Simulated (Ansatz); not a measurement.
# Sb (Im-3m) in Ansatz: reference runs

Reference runs on Sb: the cell as given and a disturbed copy.

Everything below comes from runs of Ansatz 0.2.0. Logs are shortened: lines on timing, memory, paths and dates and some standing lists are left out, and cuts for length are marked.

**1. Starting point**

The structure is cubic, space group Im-3m (No. 229). Conventional cell: a = 3.743 Å, b = 3.743 Å, c = 3.743 Å, α = 90.00°, β = 90.00°, γ = 90.00°. Around Sb (site symmetry m-3m) lie 8 Sb at 3.24 Å.

This isn't the form of Sb at room conditions, which is rhombohedral.

**2. Single point, PBE**

Input file input.yaml:

```yaml
crystal:
  lattice:
    - [-1.8713408863, 1.8713408863, 1.8713408863]
    - [1.8713408863, -1.8713408863, 1.8713408863]
    - [1.8713408863, 1.8713408863, -1.8713408863]
  atoms:
    - { symbol: Sb, position: [0.0, 0.0, 0.0] }
kpoints:
  mp_grid: { grid: [10, 10, 10] }
scf:
  occupations: { method: fermi_dirac, width: 0.05 }
hamiltonian:
  xc: pbe
  pseudopotentials: { kind: all_electron, lapw: { basis_error: 0.001 } }
output:
  forces: true
  stress: true
  eigenvalues: true
  populations: true
```

Potentials or basis: all-electron LAPW, scalar-relativistic.

Launch:

```bash
ansatz run input.yaml --threads 1 --pin off --max-ram 3072MiB --backend cpu --events-out ev --progress --plain --runs-dir out
```

The program printed:

```text
Warning: RAYON_NUM_THREADS=1 ignored (pool sized by the plan → 1); use --threads N
Sb: projections on atomic orbitals take those of the free atom 1s2 2s2 2p6 3s2 3p6 3d10 4s2 4p6 4d10 5s2 5p3, of charge +0.00 (hamiltonian.pseudopotentials.projection_atoms)
LAPW: plane waves up to 6.713 Å⁻¹, error target 1.0e-3 eV per atom; small_component_spin mean_spin; Sb in spheres of 1.621 Å, 23 of its electrons in bands, Dirac shells [] (how accurate: hamiltonian.pseudopotentials.lapw.basis_error, Limitations)
Engine: ansatz 0.2.0, aarch64-unknown-linux-gnu
Pseudopotentials: kind: all_electron
Pseudopotential: Sb, LAPW, valence charge 23, lapw/all_electron/scalar/gaussian/Sb, Koelling and Harmon's equation, gaussian nucleus
Functional definition: PBE
  parameter kappa = 0.804
  parameter beta = 0.06672455060314922
  exchange = pbe_x(kappa = kappa, mu = beta*pi^2/3)
  correlation = pbe_c(beta = beta)
Crystal: 1 atoms, lattice volume = 26.213 Å³
Basis set: ecut = 171.68210892772942 eV, 135 PW (Γ), exchange–correlation at level 2
Bands: 16, of which v1, the nominal top of the filled ones, is band 12 counted from 1 (11 counted from 0)
Symmetry: 48 space group operations
Space group: Im-3m (ITA 229), of the structure as read, at distance tolerance 3.0e-5 Å
k-points: 47 of 1000
Non-local potential: Sb, projectors of the file, none
Initial density: superposition of atomic densities (chi_scale 0.1, normalization cell)
Initial wavefunctions: plane waves of lowest kinetic energy (no species holds an atomic orbital)
Functional: x = pbe(κ = 0.804, μ = 0.2195149727645171), c = pbe(β = 0.06672455060314922)
iter 1 solved again at ethr=2.13e-5 eV; its pass at ethr=1.00e-1 eV (dr2=4.89e-3 eV) is discarded
SCF iter   1: F=—  HF=-176367.942624 eV  |F-HF|=—  |Δ(HF+E_count)|=         —  Δρ=5.83e-3  dr2=4.91e-3  ethr=2.13e-5  ⟨swp⟩=3.8  Hψ=5489  notcnv=0
preconditioner: auto → Kerker (q_TF=auto, 2.669 Å⁻¹)  [metal: Δε(μ)=0.037 eV  Ē_g=12.631 eV  σ=0.050 eV  W_gap=0.18  n_scr=12 (ndim 8)  ℏωp=16.2 eV  f_vac=0.000  D(μ)=1.19/eV (n_scr^D=12)]
SCF iter   2: F=—  HF=-176367.937593 eV  |F-HF|=—  |Δ(HF+E_count)|=   5.03e-3  Δρ=3.70e-3  dr2=2.19e-3  ethr=2.13e-5  ⟨swp⟩=2.0  Hψ=2100  notcnv=0
SCF iter   3: F=—  HF=-176367.937929 eV  |F-HF|=—  |Δ(HF+E_count)|=   3.36e-4  Δρ=1.71e-3  dr2=5.39e-4  ethr=9.54e-6  ⟨swp⟩=2.0  Hψ=2101  notcnv=0
SCF iter   4: F=—  HF=-176367.938129 eV  |F-HF|=—  |Δ(HF+E_count)|=   2.00e-4  Δρ=7.50e-4  dr2=1.16e-4  ethr=2.34e-6  ⟨swp⟩=2.0  Hψ=2099  notcnv=0
iter 5 solved again at ethr=1.05e-8 eV; its pass at ethr=5.05e-7 eV (dr2=2.41e-6 eV) is discarded
SCF iter   5: F=—  HF=-176367.938223 eV  |F-HF|=—  |Δ(HF+E_count)|=   9.40e-5  Δρ=9.89e-5  dr2=2.41e-6  ethr=1.05e-8  ⟨swp⟩=2.0  Hψ=3655  notcnv=0
SCF iter   6: F=—  HF=-176367.938224 eV  |F-HF|=—  |Δ(HF+E_count)|=   1.17e-6  Δρ=2.93e-5  dr2=2.37e-7  ethr=1.05e-8  ⟨swp⟩=2.5  Hψ=2133  notcnv=0
SCF iter   7: F=-176367.938224 eV  HF=-176367.938224 eV  |F-HF|=3.49e-9  |Δ(HF+E_count)|=   2.36e-8  Δρ=8.46e-6  dr2=2.70e-8  ethr=1.03e-9  ⟨swp⟩=2.0  Hψ=2099  notcnv=0
SCF 1 converged in 7 iterations: F = -176367.938224 eV  dr2 = 2.70e-8
the search or the solves at the SCF's close seem to have found levels that the self-consistency loop had missed (the run counts 1). By its estimate they hold under 1e-12 electrons; where the run keeps them, the occupations were computed again with them
SCF converged after 7 iterations
Free energy (F): -176367.938224 eV
Harris-Foulkes:  -176367.938224 eV  (|F-HF|=3.49e-9)
Internal energy: -176367.929224 eV  (E = F + TS)
E sigma→0 (E₀):  -176367.933724 eV
Entropy (-TS):   -0.009001 eV (-9.001 meV/atom)
Fermi energy:    15.071205 eV
--- Per-component energies (eV) ---
  E_band       = -845.289552
  E_kinetic    = 185872.399486
  E_xc         = -4643.942122
  E_electrostatic = -357596.386588  (all electrons and nuclei)
  E_smearing   = -0.009001  (= −TS)
  E_closure    = 0.000000  (closes the sum)
  E_atoms      = -176364.064481  (free atoms, spherical and without spin; not in F)
  Σ components = -176367.938224   (vs F -176367.938224, Δ=0.00e0)
  Basis errors (estimates in eV, not in F): energy 2.5e-4 per atom: plane waves 2.5e-4 (1.3e-4 summed), levels above the bands 3.6e-100, relativity 1.8e-8, radial functions 4.5e-6, core shells 8.4e-11; eigenvalues (radial functions only) 7.4e-5; not estimated: angular momenta, meshes, grids; target (lapw.basis_error) 1.0e-3; muffin-tin radii Sb 1.621 Å
--- Forces (eV/Å), atoms counted from 1 ---
  atom   1  Sb    -0.00000000     0.00000000     0.00000000
  max |Σ_I F_I| component: 2.05e-31 eV/Å
--- Stress (GPa, compression-positive) ---
        3.175431      -0.000000       0.000000
       -0.000000       3.175431       0.000000
        0.000000       0.000000       3.175431
  P = ⅓ Tr σ = 3.1754 GPa (31.754 kbar)
--- Band table (eV; the first three rows and the last of 47) ---
  k-point 0: bands = ["-129.3610", "-82.3298", "-82.3298", "-82.3298", "-14.1875", "-14.1875", "-14.1875", "-14.1107", "-14.1107", "2.0260", "20.7807", "20.7807", "20.7807", "26.4747", "26.4747", "26.4747"]
  k-point 1: bands = ["-129.3610", "-82.3299", "-82.3298", "-82.3298", "-14.1897", "-14.1833", "-14.1754", "-14.1132", "-14.1112", "2.2408", "19.2207", "20.1125", "20.5911", "24.7914", "25.0318", "26.3458"]
  k-point 2: bands = ["-129.3610", "-82.3304", "-82.3300", "-82.3297", "-14.1953", "-14.1737", "-14.1436", "-14.1187", "-14.1126", "2.8818", "16.2676", "18.8771", "20.0897", "23.3811", "23.8006", "26.3161"]
  k-point 46: bands = ["-129.3608", "-82.3314", "-82.3314", "-82.3314", "-14.1906", "-14.1906", "-14.0708", "-14.0708", "-14.0708", "9.6145", "13.0260", "13.0260", "13.0260", "18.0147", "18.0147", "32.3699"]
--- Löwdin populations: 1 site ---
  site symbol       q [e]
     0     Sb     50.9446
  spilling = 0.001085 (of n_electrons = 51.000000)
```

populations.tsv:

```text
# site	symbol	l	j	q
# orbitals = lowdin
# n_electrons = 51.000000
# spilling = 0.001085
# projection_atom_Sb: 1s2 2s2 2p6 3s2 3p6 3d10 4s2 4p6 4d10 5s2 5p3
0	Sb	0_1S	-	2.000000
0	Sb	0_2S	-	1.999990
0	Sb	0_3S	-	1.999851
0	Sb	0_4S	-	1.997982
0	Sb	0_5S	-	1.884847
0	Sb	1_2P	-	6.000000
0	Sb	1_3P	-	5.999985
0	Sb	1_4P	-	5.998327
0	Sb	1_5P	-	3.065110
0	Sb	2_3D	-	10.000000
0	Sb	2_4D	-	9.998555
```

It took 5.5 s on 1 thread of Arm Neoverse N1, shared host; peak memory 0.22 GiB.

Results:

* Free energy: -176367.9382 eV
* Pressure: 3.2 GPa
* Band gap on the k mesh: none (metal or under the smearing width)

The run has no spin-orbit coupling, so splittings on Sb are missing.

**3. Single point, PBE (cell strained at random at fixed volume)**

Input file input.yaml:

```yaml
crystal:
  lattice:
    - [-1.911675, 1.898596, 1.910974]
    - [1.866448, -1.924218, 1.891369]
    - [1.825833, 1.838376, -1.936596]
  atoms:
    - { symbol: Sb, position: [0.00668, 0.002122, 0.017737] }
kpoints:
  mp_grid: { grid: [10, 10, 10] }
scf:
  occupations: { method: fermi_dirac, width: 0.05 }
hamiltonian:
  xc: pbe
  pseudopotentials: { kind: all_electron, lapw: { basis_error: 0.001 } }
output:
  forces: true
  stress: true
  eigenvalues: true
  populations: true
```

Potentials or basis: all-electron LAPW, scalar-relativistic.

Launch:

```bash
ansatz run input.yaml --threads 1 --pin off --max-ram 3072MiB --backend cpu --events-out ev --progress --plain --runs-dir out
```

The program printed:

```text
Warning: RAYON_NUM_THREADS=1 ignored (pool sized by the plan → 1); use --threads N
Sb: projections on atomic orbitals take those of the free atom 1s2 2s2 2p6 3s2 3p6 3d10 4s2 4p6 4d10 5s2 5p3, of charge +0.00 (hamiltonian.pseudopotentials.projection_atoms)
LAPW: plane waves up to 6.975 Å⁻¹, error target 1.0e-3 eV per atom; small_component_spin mean_spin; Sb in spheres of 1.576 Å, 23 of its electrons in bands, Dirac shells [] (how accurate: hamiltonian.pseudopotentials.lapw.basis_error, Limitations)
[... 8 set-up lines as earlier in the session ...]
Crystal: 1 atoms, lattice volume = 26.213 Å³
Basis set: ecut = 185.3493902024354 eV, 141 PW (Γ), exchange–correlation at level 2
Bands: 16, of which v1, the nominal top of the filled ones, is band 12 counted from 1 (11 counted from 0)
Symmetry: 2 space group operations
Space group: P-1 (ITA 2), of the structure as read, at distance tolerance 3.0e-5 Å
k-points: 504 of 1000
[... 4 set-up lines as earlier in the session ...]
iter 1 solved again at ethr=2.89e-5 eV; its pass at ethr=1.00e-1 eV (dr2=6.64e-3 eV) is discarded
SCF iter   1: F=—  HF=-176367.939406 eV  |F-HF|=—  |Δ(HF+E_count)|=         —  Δρ=6.50e-3  dr2=6.69e-3  ethr=2.89e-5  ⟨swp⟩=3.4  Hψ=57614  notcnv=0
[... 11 lines left out ...]
Harris-Foulkes:  -176367.934433 eV  (|F-HF|=1.00e-8)
Internal energy: -176367.927661 eV  (E = F + TS)
E sigma→0 (E₀):  -176367.931047 eV
Entropy (-TS):   -0.006772 eV (-6.772 meV/atom)
Fermi energy:    15.074902 eV
--- Per-component energies (eV) ---
  E_band       = -845.506129
  E_kinetic    = 185872.298621
  E_xc         = -4643.943274
  E_electrostatic = -357596.283007  (all electrons and nuclei)
  E_smearing   = -0.006772  (= −TS)
  E_closure    = 0.000000  (closes the sum)
  E_atoms      = -176364.064481  (free atoms, spherical and without spin; not in F)
  Σ components = -176367.934433   (vs F -176367.934433, Δ=0.00e0)
  Basis errors (estimates in eV, not in F): energy 2.6e-4 per atom: plane waves 2.6e-4 (1.4e-4 summed), levels above the bands 8.0e-97, relativity 4.0e-8, radial functions 3.6e-6, core shells 2.4e-10; eigenvalues (radial functions only) 4.3e-5; not estimated: angular momenta, meshes, grids; target (lapw.basis_error) 1.0e-3; muffin-tin radii Sb 1.576 Å
--- Forces (eV/Å), atoms counted from 1 ---
  atom   1  Sb     0.00000000     0.00000000     0.00000000
  max |Σ_I F_I| component: 0.00e0 eV/Å
--- Stress (GPa, compression-positive) ---
        2.752728       1.056587       0.700139
        1.056587       3.032813       0.889262
        0.700139       0.889262       3.234277
  P = ⅓ Tr σ = 3.0066 GPa (30.066 kbar)
--- Band table (eV; the first three rows and the last of 504) ---
  k-point 0: bands = ["-129.3713", "-82.3431", "-82.3397", "-82.3373", "-14.2187", "-14.1936", "-14.1839", "-14.1240", "-14.1151", "2.0167", "20.3892", "20.5683", "21.2731", "25.9912", "26.4200", "26.4586"]
  k-point 1: bands = ["-129.3713", "-82.3431", "-82.3398", "-82.3375", "-14.2048", "-14.1887", "-14.1851", "-14.1250", "-14.1189", "2.2473", "19.6331", "20.0095", "20.2351", "24.8283", "24.9442", "26.0683"]
  k-point 2: bands = ["-129.3712", "-82.3431", "-82.3401", "-82.3379", "-14.1942", "-14.1807", "-14.1597", "-14.1292", "-14.1257", "2.9365", "16.8501", "18.5303", "19.7318", "23.1182", "23.5730", "25.9235"]
  k-point 503: bands = ["-129.3711", "-82.3443", "-82.3413", "-82.3395", "-14.2037", "-14.1988", "-14.0918", "-14.0864", "-14.0624", "9.6118", "12.6596", "12.9876", "13.4529", "17.9242", "18.1457", "32.1814"]
--- Löwdin populations: 1 site ---
  site symbol       q [e]
     0     Sb     50.9439
  spilling = 0.001100 (of n_electrons = 51.000000)
```

populations.tsv:

```text
# site	symbol	l	j	q
# orbitals = lowdin
# n_electrons = 51.000000
# spilling = 0.001100
# projection_atom_Sb: 1s2 2s2 2p6 3s2 3p6 3d10 4s2 4p6 4d10 5s2 5p3
0	Sb	0_1S	-	2.000000
0	Sb	0_2S	-	1.999990
0	Sb	0_3S	-	1.999842
0	Sb	0_4S	-	1.997863
0	Sb	0_5S	-	1.879061
0	Sb	1_2P	-	6.000000
0	Sb	1_3P	-	5.999985
0	Sb	1_4P	-	5.998305
0	Sb	1_5P	-	3.070317
0	Sb	2_3D	-	10.000000
0	Sb	2_4D	-	9.998560
```

Run time: 55 s. Hardware: 1 thread of Arm Neoverse N1, shared host; peak memory 0.53 GiB.

Results:

```yaml
Free_energy: -176367.9344 eV
Pressure: 3.0 GPa
Band_gap_on_the_k_mesh: none (metal or under the smearing width)
```

The run has no spin-orbit coupling, so splittings on Sb are missing.
